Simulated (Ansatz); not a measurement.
# Photoemission of C(111) with OH

Aim: core-level components, unfolded bands and work function of C(111) with OH.

Main program and level: Ansatz 0.2.0; DFT, PBE, plane-wave PAW, scalar-relativistic; PAW set soft_1.

## Step 1: The starting structure

The cell holds 36 atoms: 8 H, 4 O and 24 C. Its edges and angles: a = 5.044 Å, b = 5.044 Å, c = 21.514 Å, α = 90.0°, β = 90.0°, γ = 60.0°. It derives from C. How the cell was made: terminated face; group: OH; share of top atoms: 1; rest: H; oxygen in back bonds: 0; lower face: H. Regions: ad, 8 atoms (4 O and 4 H); L1, 4 atoms (4 C); L2, 4 atoms (4 C); L3, 4 atoms (4 C); mid, 4 atoms (4 C); rest, 12 atoms (8 C and 4 H). Vacuum lies along c.

## Step 2: Relaxing the atoms

The cut or typed positions aren't at rest, and spectra shift with geometry, so the relaxation comes first. 12 atoms are held to stand for the bulk. A dipole correction cancels the field between unlike faces.

Input file input.yaml:

```yaml
crystal:
  lattice:
    - [5.044499777, 0.0, 0.0]
    - [2.5222498885, 4.3686649563, 0.0]
    - [0.0, 0.0, 21.5136689229]
  atoms:
    - { symbol: H, position: [0.174447426, 0.0, 0.674625466] }
    - { symbol: H, position: [0.674447426, 0.0, 0.674625466] }
    - { symbol: H, position: [0.174447426, 0.5, 0.674625466] }
    - { symbol: H, position: [0.674447426, 0.5, 0.674625466] }
    - { symbol: O, position: [0.0, 0.0, 0.656032636] }
    - { symbol: O, position: [0.5, 0.0, 0.656032636] }
    - { symbol: O, position: [0.0, 0.5, 0.656032636] }
    - { symbol: O, position: [0.5, 0.5, 0.656032636] }
    - { symbol: C, position: [0.0, 0.0, 0.592352191] }
    - { symbol: C, position: [0.5, 0.0, 0.592352191] }
    - { symbol: C, position: [0.0, 0.5, 0.592352191] }
    - { symbol: C, position: [0.5, 0.5, 0.592352191] }
    - { symbol: C, position: [0.833333333, 0.333333333, 0.568420796] }
    - { symbol: C, position: [0.333333333, 0.333333333, 0.568420796] }
    - { symbol: C, position: [0.833333333, 0.833333333, 0.568420796] }
    - { symbol: C, position: [0.333333333, 0.833333333, 0.568420796] }
    - { symbol: C, position: [0.833333333, 0.333333333, 0.496626612] }
    - { symbol: C, position: [0.333333333, 0.333333333, 0.496626612] }
    - { symbol: C, position: [0.833333333, 0.833333333, 0.496626612] }
    - { symbol: C, position: [0.333333333, 0.833333333, 0.496626612] }
    - { symbol: C, position: [0.166666667, 0.166666667, 0.472695217] }
    - { symbol: C, position: [0.666666667, 0.166666667, 0.472695217] }
    - { symbol: C, position: [0.166666667, 0.666666667, 0.472695217] }
    - { symbol: C, position: [0.666666667, 0.666666667, 0.472695217] }
    - { symbol: C, position: [0.166666667, 0.166666667, 0.400901033] }
    - { symbol: C, position: [0.666666667, 0.166666667, 0.400901033] }
    - { symbol: C, position: [0.166666667, 0.666666667, 0.400901033] }
    - { symbol: C, position: [0.666666667, 0.666666667, 0.400901033] }
    - { symbol: C, position: [0.0, 0.0, 0.376969639] }
    - { symbol: C, position: [0.5, 0.0, 0.376969639] }
    - { symbol: C, position: [0.0, 0.5, 0.376969639] }
    - { symbol: C, position: [0.5, 0.5, 0.376969639] }
    - { symbol: H, position: [0.0, 0.0, 0.325374534] }
    - { symbol: H, position: [0.5, 0.0, 0.325374534] }
    - { symbol: H, position: [0.0, 0.5, 0.325374534] }
    - { symbol: H, position: [0.5, 0.5, 0.325374534] }
kpoints:
  mp_grid: { grid: [6, 6, 1] }
scf:
  occupations: { method: fermi_dirac, width: 0.02 }
  n_extra_bands: 25
hamiltonian:
  xc: pbe
  pseudopotentials: { kind: paw, azcp: { folder: soft_1 } }
output:
  forces: true
  write_potential: true
  volumetric_format: []
efield:
  axis: 3
  dipole_correction: true
relax:
  f_tol: 0.03
  max_steps: 70
  constraints: [{ sites: [24, 25, 26, 27, 28, 29, 30, 31, 32, 33, 34, 35] }]
```

Launch:

```
ansatz run input.yaml --threads 4 --pin off --max-ram 11264MiB --backend cpu --events-out ev --progress --plain --runs-dir out
```

Numbers of over 12 decimals in the logs are rounded to 6 here.

Log:

```text
scf.n_extra_bands = 25 over 64 filled bands (N_el = 128.0): the run solves 89 bands
Engine: ansatz 0.2.0, x86_64-unknown-linux-gnu
Pseudopotentials: kind: paw
Pseudopotential: H, paw, valence charge 1, recommended cutoff 420 eV (normal), soft_1/H.paw.azcp
Pseudopotential: O, paw, valence charge 6, recommended cutoff 420 eV (normal), soft_1/O.paw.azcp
Pseudopotential: C, paw, valence charge 4, recommended cutoff 420 eV (normal), soft_1/C.paw.azcp
Functional definition: PBE
  parameter kappa = 0.804
  parameter beta = 0.066725
  exchange = pbe_x(kappa = kappa, mu = beta*pi^2/3)
  correlation = pbe_c(beta = beta)
Crystal: 36 atoms, lattice volume = 474.112 Å³
Basis set: ecut = 420 eV, 9317 PW (Γ), exchange–correlation on 72×72×288 points (8 copies of the dense FFT grid, shifted against one another)
Bands: 89, of which v1, the nominal top of the filled ones, is band 64 counted from 1 (63 counted from 0)
Symmetry: 4 space group operations
Space group: P1 (ITA 1), of the structure as read, at distance tolerance 7.8e-5 Å
k-points: 20 of 36 (time reversal used)
Non-local potential: H, projectors of the file, l = 0: 2, l = 1: 1
Non-local potential: O, projectors of the file, l = 0: 2, l = 1: 2, l = 2: 1
Non-local potential: C, projectors of the file, l = 0: 2, l = 1: 2, l = 2: 1
PAW form: soft (Blöchl's): semilocal exchange-correlation on the pseudo side does not see the compensation charge
PAW one-centre angular grid: H, 110 points (default); XC on 64 Gauss nodes
PAW one-centre angular grid: O, 110 points (default); XC on 64 Gauss nodes
PAW one-centre angular grid: C, 110 points (default); XC on 64 Gauss nodes
Initial density: superposition of atomic densities (neutral atoms: chi_scale 0, normalization atom)
Initial wavefunctions: pseudopotential atomic-orbital guess
Functional: x = pbe(κ = 0.804, μ = 0.219515), c = pbe(β = 0.066725)
SCF iter   1: F=—  HF=-8425.940608 eV  |F-HF|=—  |Δ(HF+E_count)|=         —  Δρ=9.93e-2  dr2=3.74e1  ethr=3.10e-3  p=0.000 e·Å  D=6.40e-8 V/Å  ΔV_dip=-0.00 eV  dr2_dipole=1.22e-1  V_vac-E_F(+/−)=6.64/6.64 eV  ⟨swp⟩=9.4  Hψ=10925  notcnv=0  defer=154
efield: sawtooth ramp at fractional position 0.9500 (placed from the atoms, in the widest stretch of the axis that holds none; the zero of the levels goes with the place), width 0.1000; the density the first Hamiltonian is built on has a dipole p = 0.000 e·Å; the dipole correction subtracts the counter field D = 6.40e-8 V/Å, which shifts the + side's vacuum level by -0.00 eV against the − side's; the planar-averaged density in the ramp window peaks in size at 8.1e-6 e/Å³
preconditioner: auto → Resta (q_TF=auto, 2.193 Å⁻¹)  ε∞=2.3  [insulator: Δε(μ)=5.142 eV  Ē_g=17.064 eV  σ=0.020 eV  W_gap=1.00  n_scr=80 (ndim 8)  ℏωp=19.3 eV  f_vac=0.534  D(μ)=0.00/eV (n_scr^D=0)  ε∞_Penn≈2.3  vacuum switching on, ρ_ref=2.1e-2 e/Å³]
SCF iter   2: F=—  HF=-8415.037219 eV  |F-HF|=—  |Δ(HF+E_count)|=    1.09e1  Δρ=4.40e-2  dr2=6.31e0  ethr=3.10e-3  p=-0.204 e·Å  D=-7.79e-2 V/Å  ΔV_dip=1.68 eV  dr2_dipole=3.18e-2  V_vac-E_F(+/−)=4.55/2.87 eV  ⟨swp⟩=5.1  Hψ=4160  notcnv=0  defer=398
SCF iter   3: F=—  HF=-8413.473645 eV  |F-HF|=—  |Δ(HF+E_count)|=    1.56e0  Δρ=1.39e-2  dr2=8.73e-1  ethr=3.10e-3  p=-0.034 e·Å  D=-1.28e-2 V/Å  ΔV_dip=0.28 eV  dr2_dipole=6.98e-2  V_vac-E_F(+/−)=2.54/2.27 eV  ⟨swp⟩=7.1  Hψ=3911  notcnv=0  defer=373
SCF iter   4: F=—  HF=-8413.326424 eV  |F-HF|=—  |Δ(HF+E_count)|=   1.47e-1  Δρ=3.79e-3  dr2=5.08e-2  ethr=6.82e-4  p=-0.164 e·Å  D=-6.27e-2 V/Å  ΔV_dip=1.35 eV  dr2_dipole=9.66e-3  V_vac-E_F(+/−)=2.98/1.63 eV  ⟨swp⟩=10.8  Hψ=5527  notcnv=0  defer=384
SCF iter   5: F=—  HF=-8413.331546 eV  |F-HF|=—  |Δ(HF+E_count)|=   5.12e-3  Δρ=1.32e-3  dr2=5.84e-3  ethr=3.97e-5  p=-0.108 e·Å  D=-4.12e-2 V/Å  ΔV_dip=0.89 eV  dr2_dipole=5.56e-4  V_vac-E_F(+/−)=2.68/1.79 eV  ⟨swp⟩=7.0  Hψ=3487  notcnv=0  defer=390
SCF iter   6: F=—  HF=-8413.334029 eV  |F-HF|=—  |Δ(HF+E_count)|=   2.48e-3  Δρ=4.01e-4  dr2=5.58e-4  ethr=4.56e-6  p=-0.118 e·Å  D=-4.49e-2 V/Å  ΔV_dip=0.97 eV  dr2_dipole=9.20e-5  V_vac-E_F(+/−)=2.71/1.74 eV  ⟨swp⟩=5.0  Hψ=3326  notcnv=0  defer=387
SCF iter   7: F=—  HF=-8413.334450 eV  |F-HF|=—  |Δ(HF+E_count)|=   4.21e-4  Δρ=1.20e-4  dr2=7.72e-5  ethr=4.36e-7  p=-0.111 e·Å  D=-4.23e-2 V/Å  ΔV_dip=0.91 eV  dr2_dipole=3.93e-6  V_vac-E_F(+/−)=2.67/1.76 eV  ⟨swp⟩=2.5  Hψ=3026  notcnv=0  defer=387
SCF iter   8: F=-8413.334477 eV  HF=-8413.334476 eV  |F-HF|=1.33e-6  |Δ(HF+E_count)|=   2.62e-5  Δρ=3.46e-5  dr2=3.32e-6  ethr=1.76e-8  p=-0.112 e·Å  D=-4.26e-2 V/Å  ΔV_dip=0.92 eV  dr2_dipole=1.69e-7  V_vac-E_F(+/−)=2.67/1.76 eV  ⟨swp⟩=12.4  Hψ=17359  notcnv=0
SCF 1 converged in 8 iterations: F = -8413.334477 eV  dr2 = 3.32e-6
  greatest PAW one-centre occupation: 0.863 electrons in one spin orbital (limit 2), on the O atom at site 7 (counted from 0), in its partial waves of l = 0
relax step   1: F+E_penalty+E_count = -8413.33447749 eV  Δ(F+E_penalty+E_count) = +0.000e0 eV  max|allowed force component| = 1.847e0 eV/Å  Δτ_max = 0.0000 Å  (8 SCF iters, dr2 threshold 2.25e-5 eV, accepted)
Initial density: handed on by an earlier stage of this run
Initial wavefunctions: those handed on with the density
iter 1 solved again at ethr=1.11e-4 eV; its pass at ethr=3.10e-3 eV (dr2=1.42e-1 eV) is discarded
SCF iter   1: F=—  HF=-8413.619949 eV  |F-HF|=—  |Δ(HF+E_count)|=         —  Δρ=8.54e-3  dr2=1.41e-1  ethr=1.11e-4  p=-0.112 e·Å  D=-4.26e-2 V/Å  ΔV_dip=0.92 eV  dr2_dipole=2.64e-3  V_vac-E_F(+/−)=2.65/1.73 eV  ⟨swp⟩=3.5  Hψ=7211  notcnv=0  defer=387
efield: sawtooth ramp at fractional position 0.9500 (handed on by an earlier solve), width 0.1000; the density the first Hamiltonian is built on has a dipole p = -0.112 e·Å; the dipole correction subtracts the counter field D = -4.26e-2 V/Å, which shifts the + side's vacuum level by +0.92 eV against the − side's; the planar-averaged density in the ramp window peaks in size at 1.2e-5 e/Å³
preconditioner: auto → Resta (q_TF=auto, 2.193 Å⁻¹)  ε∞=2.5  [insulator: Δε(μ)=1.837 eV  Ē_g=15.881 eV  σ=0.020 eV  W_gap=1.00  n_scr=80 (ndim 8)  ℏωp=19.3 eV  f_vac=0.557  D(μ)=0.00/eV (n_scr^D=0)  ε∞_Penn≈2.5  vacuum switching on, ρ_ref=1.8e-2 e/Å³]
SCF iter   2: F=—  HF=-8413.583093 eV  |F-HF|=—  |Δ(HF+E_count)|=   3.69e-2  Δρ=3.82e-3  dr2=2.26e-2  ethr=1.10e-4  p=-0.136 e·Å  D=-5.18e-2 V/Å  ΔV_dip=1.11 eV  dr2_dipole=1.30e-4  V_vac-E_F(+/−)=2.84/1.72 eV  ⟨swp⟩=5.0  Hψ=2962  notcnv=0  defer=387
[...]
SCF iter   3: F=—  HF=-8413.828144 eV  |F-HF|=—  |Δ(HF+E_count)|=   1.16e-6  Δρ=1.85e-5  dr2=6.80e-7  ethr=2.18e-9  p=-0.210 e·Å  D=-8.00e-2 V/Å  ΔV_dip=1.72 eV  dr2_dipole=1.74e-8  V_vac-E_F(+/−)=3.44/1.72 eV  ⟨swp⟩=2.0  Hψ=2559  notcnv=0  defer=392
SCF iter   4: F=-8413.828145 eV  HF=-8413.828145 eV  |F-HF|=1.60e-9  |Δ(HF+E_count)|=   7.36e-7  Δρ=1.40e-6  dr2=5.77e-9  ethr=7.81e-11  p=-0.209 e·Å  D=-7.99e-2 V/Å  ΔV_dip=1.72 eV  dr2_dipole=1.20e-11  V_vac-E_F(+/−)=3.44/1.72 eV  ⟨swp⟩=8.7  Hψ=13421  notcnv=0
SCF 8 converged in 4 iterations: F = -8413.828145 eV  dr2 = 5.77e-9
relax step   8: F+E_penalty+E_count = -8413.82814472 eV  Δ(F+E_penalty+E_count) = -9.975e-6 eV  max|allowed force component| = 7.126e-3 eV/Å  Δτ_max = 0.0000 Å  (4 SCF iters, accepted)
NSCF: frozen V_eff on 20 k-points
the band table was solved once a step of the walk had ended and its energy, with any forces and stress, was formed, with the checks that follow a solve (12793 applications of the Hamiltonian). They found nothing against the state; the energy, forces and stress were not computed again (output.eigenvalues in the input reference)
WARN: The output density's exchange-correlation potential varies sharply where the density is thin. Do not read a vacuum level from v_tot or v_xc, or from such a field of the output density. On a cell that repeats whose density bears no net charge and no dipole along the vacuum's axis use v_es (v_loc + v_h of the components); under efield.dipole_correction with no amplitude use v_es + v_field, which holds any externa [...]
SCF converged after 4 iterations
Free energy (F): -8413.828145 eV
Harris-Foulkes:  -8413.828145 eV  (|F-HF|=1.60e-9)
Internal energy: -8413.828145 eV  (E = F + TS)
E sigma→0 (E₀):  -8413.828145 eV
Fermi energy:    3.397762 eV
Dipole field:    D = -0.079943 V/Å  (p = -0.209459 e·Å, saw-weighted, corrected)
Work function:   Φ+ = 3.4378 eV   Φ− = 1.7180 eV
Levels:          The Fermi level and band energies are counted from a zero that moves with the ramp; work functions are not
--- Per-component energies (eV) ---
  E_band       = -899.916936
  E_kinetic    = 2946.417594
  E_local      = -98473.081865  (includes V_loc(G=0)·N_el)
  E_nonlocal   = 767.945919
  E_hartree    = 48045.753751
  E_xc         = -1501.019535
  E_vxc        = -1869.365366  (∫ρ·V_xc dr)
  E_paw        = -3057.420054  (= ΣΔE_a)
  E_vpaw       = -367.364733  (= ΣTr[D̂ρ^β])
  E_aug_tail   = -0.004182  (compensation charges beyond the density's cutoff)
  E_efield     = 0.008372  (sawtooth field / dipole correction)
  E_vefield    = 4.035670  (∫n·V_field dr)
  E_ewald      = 42857.571854
  E_smearing   = -0.000000  (= −TS)
  E_closure    = -0.000000  (closes the sum)
  Σ components = -8413.828145   (vs F -8413.828145, Δ=0.00e0)
--- Forces (eV/Å), atoms counted from 1 ---
  atom   1  H      0.00222264     0.00674354     0.00188755
  atom   2  H      0.00222264     0.00674354     0.00188755
  atom   3  H      0.00222264     0.00674354     0.00188755
  atom   4  H      0.00222264     0.00674354     0.00188755
  atom   5  O     -0.00348969    -0.00103405    -0.00231850
  atom   6  O     -0.00348969    -0.00103405    -0.00231850
  atom   7  O     -0.00348969    -0.00103405    -0.00231850
  atom   8  O     -0.00348969    -0.00103405    -0.00231850
  atom   9  C      0.00232709     0.00180235     0.00218641
  atom  10  C      0.00232709     0.00180235     0.00218641
  atom  11  C      0.00232709     0.00180235     0.00218641
  atom  12  C      0.00232709     0.00180235     0.00218641
  atom  13  C     -0.00110072    -0.00712592    -0.00027705
  atom  14  C     -0.00110072    -0.00712592    -0.00027705
  atom  15  C     -0.00110072    -0.00712592    -0.00027705
  atom  16  C     -0.00110072    -0.00712592    -0.00027705
  atom  17  C     -0.00013016     0.00119038     0.00535022
  atom  18  C     -0.00013016     0.00119038     0.00535022
  atom  19  C     -0.00013016     0.00119038     0.00535022
  atom  20  C     -0.00013016     0.00119038     0.00535022
  atom  21  C      0.00008447    -0.00201591    -0.00297421
  atom  22  C      0.00008447    -0.00201591    -0.00297421
  atom  23  C      0.00008447    -0.00201591    -0.00297421
  atom  24  C      0.00008447    -0.00201591    -0.00297421
  atom  25  C     -0.00053755     0.00000528    -0.88604196
  atom  26  C     -0.00053755     0.00000528    -0.88604196
  atom  27  C     -0.00053755     0.00000528    -0.88604196
  atom  28  C     -0.00053755     0.00000528    -0.88604196
  atom  29  C      0.00046715     0.00030726     0.76718392
  atom  30  C      0.00046715     0.00030726     0.76718392
  atom  31  C      0.00046715     0.00030726     0.76718392
  atom  32  C      0.00046715     0.00030726     0.76718392
  atom  33  H      0.00015149     0.00012554     0.11502960
  atom  34  H      0.00015149     0.00012554     0.11502960
  atom  35  H      0.00015149     0.00012554     0.11502960
  atom  36  H      0.00015149     0.00012554     0.11502960
  max |Σ_I F_I| component: 1.04e-4 eV/Å
--- Band table (eV; the first three rows and the last of 20) ---
  k-point 0: bands = [... 60 lower, 1.0179, 1.0971, 1.6857, 2.4877, 4.3078, 5.9203, 6.1362, 6.9614, ... 21 higher]
  k-point 1: bands = [... 60 lower, 0.6137, 0.7693, 1.3398, 2.1267, 4.4818, 6.1290, 6.3262, 6.7481, ... 21 higher]
  k-point 2: bands = [... 60 lower, 0.2417, 0.4876, 0.4966, 1.4900, 4.9746, 6.4700, 6.6781, 6.8475, ... 21 higher]
  k-point 19: bands = [... 60 lower, -0.4944, -0.4944, 1.6409, 1.6409, 5.7267, 5.7267, 7.0434, 7.0434, ... 21 higher]
--- Relaxed structure (8 steps of the walk, 8 accepted, 0 SCFs on fresh bases) ---
  F+E_penalty+E_count = -8413.82814472 eV   max|allowed force component| = 7.126e-3 eV/Å
  atoms:
    - { symbol: H, position: [0.100979, 0.095627, 0.673129] }
    - { symbol: H, position: [0.600979, 0.095627, 0.673129] }
    - { symbol: H, position: [0.100979, 0.595627, 0.673129] }
    - { symbol: H, position: [0.600979, 0.595627, 0.673129] }
    - { symbol: O, position: [-0.00854922, -0.00934827, 0.658544] }
    - { symbol: O, position: [0.491451, -0.00934827, 0.658544] }
    - { symbol: O, position: [-0.00854922, 0.490652, 0.658544] }
    - { symbol: O, position: [0.491451, 0.490652, 0.658544] }
    - { symbol: C, position: [-0.001107, -0.00126701, 0.592632] }
    - { symbol: C, position: [0.498893, -0.00126701, 0.592632] }
    - { symbol: C, position: [-0.001107, 0.498733, 0.592632] }
    - { symbol: C, position: [0.498893, 0.498733, 0.592632] }
    - { symbol: C, position: [0.832706, 0.332683, 0.568651] }
    - { symbol: C, position: [0.332706, 0.332683, 0.568651] }
    - { symbol: C, position: [0.832706, 0.832683, 0.568651] }
    - { symbol: C, position: [0.332706, 0.832683, 0.568651] }
    - { symbol: C, position: [0.833285, 0.333282, 0.496712] }
    - { symbol: C, position: [0.333285, 0.333282, 0.496712] }
    - { symbol: C, position: [0.833285, 0.833282, 0.496712] }
    - { symbol: C, position: [0.333285, 0.833282, 0.496712] }
    - { symbol: C, position: [0.166638, 0.166657, 0.472742] }
    - { symbol: C, position: [0.666638, 0.166657, 0.472742] }
    - { symbol: C, position: [0.166638, 0.666657, 0.472742] }
    - { symbol: C, position: [0.666638, 0.666657, 0.472742] }
    - { symbol: C, position: [0.166667, 0.166667, 0.400901033] }
    - { symbol: C, position: [0.666667, 0.166667, 0.400901033] }
    - { symbol: C, position: [0.166666667, 0.666667, 0.400901033] }
    - { symbol: C, position: [0.666667, 0.666667, 0.400901033] }
    - { symbol: C, position: [0.0, 0.0, 0.376969639] }
    - { symbol: C, position: [0.5, 0.0, 0.376969639] }
    - { symbol: C, position: [-5.551115123125783e-17, 0.500000, 0.376969639] }
    - { symbol: C, position: [0.500000, 0.500000, 0.376969639] }
    - { symbol: H, position: [0.0, 0.0, 0.325374534] }
    - { symbol: H, position: [0.5, 0.0, 0.325374534] }
    - { symbol: H, position: [-5.551115123125783e-17, 0.500000, 0.325374534] }
    - { symbol: H, position: [0.500000, 0.500000, 0.325374534] }
```

The job ended after 4.4 min (4 threads of Intel Xeon at 2.50GHz (Skylake/Cascade Lake), shared host; peak memory 1.5 GiB; 14 min of CPU time).

Step by step:

```csv
step,energy less that of the first step (eV),largest force component (eV/Å)
1,0.0000,1.8468
2,-0.2458,0.8936
3,-0.3683,0.1378
4,-0.3882,0.2118
5,-0.4295,0.4340
6,-0.4865,0.2963
7,-0.4937,0.0072
8,-0.4937,0.0071
```

Forces are held to the 4 operations that the run works with; a distortion that breaks them can't arise in this run.

The atoms that moved most (Å):

```csv
atom,dx,dy,dz,length
H4,-0.129,0.418,-0.032,0.439
H2,-0.129,0.418,-0.032,0.439
H1,-0.129,0.418,-0.032,0.439
H3,-0.129,0.418,-0.032,0.439
O6,-0.067,-0.041,0.054,0.095
O5,-0.067,-0.041,0.054,0.095
O7,-0.067,-0.041,0.054,0.095
O8,-0.067,-0.041,0.054,0.095
```

The relaxed structure:

```cif
data_structure
_symmetry_space_group_name_H-M 'P 1'
_symmetry_Int_Tables_number 1
_cell_length_a 5.0445
_cell_length_b 5.0445
_cell_length_c 21.5137
_cell_angle_alpha 90.000
_cell_angle_beta 90.000
_cell_angle_gamma 60.000
_cell_volume 474.11
loop_
_atom_site_label
_atom_site_type_symbol
_atom_site_fract_x
_atom_site_fract_y
_atom_site_fract_z
_atom_site_occupancy
H1 H 0.10098 0.09563 0.67313 1
H2 H 0.60098 0.09563 0.67313 1
H3 H 0.10098 0.59563 0.67313 1
H4 H 0.60098 0.59563 0.67313 1
O5 O 0.99145 0.99065 0.65854 1
O6 O 0.49145 0.99065 0.65854 1
O7 O 0.99145 0.49065 0.65854 1
O8 O 0.49145 0.49065 0.65854 1
C9 C 0.99889 0.99873 0.59263 1
C10 C 0.49889 0.99873 0.59263 1
C11 C 0.99889 0.49873 0.59263 1
C12 C 0.49889 0.49873 0.59263 1
C13 C 0.83271 0.33268 0.56865 1
C14 C 0.33271 0.33268 0.56865 1
C15 C 0.83271 0.83268 0.56865 1
C16 C 0.33271 0.83268 0.56865 1
C17 C 0.83329 0.33328 0.49671 1
C18 C 0.33329 0.33328 0.49671 1
C19 C 0.83329 0.83328 0.49671 1
C20 C 0.33329 0.83328 0.49671 1
C21 C 0.16664 0.16666 0.47274 1
C22 C 0.66664 0.16666 0.47274 1
C23 C 0.16664 0.66666 0.47274 1
C24 C 0.66664 0.66666 0.47274 1
C25 C 0.16667 0.16667 0.40090 1
C26 C 0.66667 0.16667 0.40090 1
C27 C 0.16667 0.66667 0.40090 1
C28 C 0.66667 0.66667 0.40090 1
C29 C 0.00000 0.00000 0.37697 1
C30 C 0.50000 0.00000 0.37697 1
C31 C 0.00000 0.50000 0.37697 1
C32 C 0.50000 0.50000 0.37697 1
H33 H 0.00000 0.00000 0.32537 1
H34 H 0.50000 0.00000 0.32537 1
H35 H 0.00000 0.50000 0.32537 1
H36 H 0.50000 0.50000 0.32537 1
```

This step gave:

```yaml
free_energy: -8413.8281 eV
fermi_energy: 3.398 eV
symmetry_operations: 4
gap_on_the_k_mesh: 1.820 eV
ionisation_potential_upper_face: 4.348 eV
upper_vacuum_level_less_the_lowest_empty_level_kohn_sham_affinity: 2.528 eV
ionisation_potential_lower_face: 2.628 eV
```

The relaxation ends 14 meV an atom lower, with a largest force component of 0.0071 eV/Å on the free atoms.

[end of part 1 of 4]

[Logs are printed without paths, hosts, clocks, repeated set-up lines and the standing remarks that a program may print on its own settings, such as how far it seeks lower states.]

[Hosts, paths, dates, database ids (printed as entryN), source tags and the programs' standing remarks are cut or masked in the printed files.]

[Maps of the electrostatic potential energy from Ansatz leave out the sawtooth potential of an applied field or a dipole correction, so their vacuum need not be flat; work functions include it.]
